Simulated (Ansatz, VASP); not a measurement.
## Ir in VASP and in Ansatz

```
Ir
1.0
     0.00000    2.20496    1.49871
     2.20496    0.00000    1.49871
     2.20496    2.20496    0.00000
Ir
1
Direct
  0.00000 0.00000 0.00000
```

Alike in both runs: task single point; functional LDA; k mesh 22 × 22 × 22; occupations gaussian, width 0.15 eV; no spin polarisation.

|  | VASP | Ansatz |
| --- | --- | --- |
| version | VASP 6.6.1 | Ansatz 0.2.0 |
| potentials or method | VASP PAW LDA potentials, release 64 (Ir) | scalar-relativistic, plane waves, PAW |
| plane-wave cutoff (eV) | 520 | 420 |
| valence electrons in the cell | 9 | 17 |

|  | VASP | Ansatz | Ansatz less VASP |
| --- | --- | --- | --- |
| gap on the k mesh at the Fermi level (eV) | none | none | - |
| pressure (GPa) | -4.3 | -6.5 | -2.20 |
| largest component of the traceless stress (GPa) | 14.39 | 14.83 | +0.436 |

A gap of «none» marks a metal or a gap that the smearing closes. The two sets of potentials don't hold the same shells in valence. Ansatz warned: «pseudo_functional_mismatch».

The runs have no spin-orbit coupling, so splittings on Ir are missing.
